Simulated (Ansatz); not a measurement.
SnO under changes of volume

One of the cells (20.093 Å³/atom); the others are scaled copies at fixed shape and fractional positions:

```
Sn O
1.0
     3.35500    0.00000    0.00000
     0.00000    5.67410    0.00000
     0.00000    0.00000    4.22197
Sn O
2 2
Direct
  0.50000 0.76809 0.01314
  0.00000 0.23191 0.51314
  0.50000 0.10875 0.23686
  0.00000 0.89125 0.73686
```

The cell comes from a database or a generator and needn't be the stable form of this composition.

- Program: Ansatz 0.2.0
- Functional: PBE
- Potentials or basis: Ansatz PAW
- Cutoff: 420 eV (not typed: the program's choice for these potentials)
- k mesh: 8 × 5 × 6
- Occupations: fermi-dirac, width 0.05 eV
- Spin: no spin polarisation

```csv
volume (Å³/atom),energy over the lowest point (meV/atom),pressure (GPa),gap on the mesh (eV),largest force (eV/Å)
18.887,21.52,5.7,1.41,0.809
19.289,9.78,3.7,1.45,0.476
19.691,2.78,1.9,1.48,0.169
20.093,0.00,0.3,1.50,0.116
20.495,1.01,-1.1,1.53,0.380
20.897,5.43,-2.4,1.55,0.625
21.299,?,?,?,?
```

Question: What does the run at 21.299 Å³/atom give?

Answer: Energy over the lowest point 12.92 meV/atom; pressure -3.5 GPa; gap on the mesh 1.58 eV; largest force 0.853 eV/Å.

Worked out: A Birch-Murnaghan fit of order 3 (a polynomial in V^(-2/3)) to the other rows has its minimum at 20.18 Å³/atom with B0 = V·E''(V) = 74 GPa and B' = 4.5 at fixed shape and positions, which overstates the stiffness. It gives 12.89 meV/atom at 21.299 Å³/atom, against the run's 12.92, and -dE/dV = -3.5 GPa, against -3.5. A straight line through the other rows of the gap, of slope 1.36 eV per unit of ln V, extrapolates to 1.58 eV, against the run's 1.58.

Energies are extrapolated to zero smearing.

Caveats: odd divisions of the mesh miss points on the zone boundary, where band edges often lie, so the gap on the mesh can be too wide; spin-orbit coupling is left out, which moves the levels of the heavy elements.

A mesh can miss the band edges.
